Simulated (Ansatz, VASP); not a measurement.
Ni3Ge: VASP beside Ansatz

```
Ni Ge
1.0
     3.53033    0.00000    0.00000
     0.00000    3.53033    0.00000
     0.00000    0.00000    3.53033
Ni Ge
3 1
Direct
  0.50000 0.00000 0.50000
  0.00000 0.50000 0.50000
  0.50000 0.50000 0.00000
  0.00000 0.00000 0.00000
```

Alike in both runs: task single point; functional r2SCAN; k mesh 6 × 6 × 6; occupations gaussian, width 0.2 eV; no spin polarisation.

```csv
,VASP,Ansatz
version,VASP 6.6.1,Ansatz 0.2.0
potentials or method,"VASP PAW PBE potentials, release 64 (Ni, Ge_d)","scalar-relativistic, plane waves, PAW"
plane-wave cutoff (eV),520,500
valence electrons in the cell,44,68
```

|  | VASP | Ansatz | Ansatz less VASP |
| --- | --- | --- | --- |
| gap on the k mesh at the Fermi level (eV) | none | none | - |
| pressure (GPa) | 0.9 | 0.5 | -0.35 |

A gap of «none» marks a metal or a gap that the smearing closes. The functional is the same, so the differences come from potentials, cutoffs and numerics. The two sets of potentials don't hold the same shells in valence.

Caveats: the PAW data sets were made with another functional, which shifts forces and pressure a little (VASP). Spin polarisation is off, so any magnetic state and its effect on volume and gap are missing.
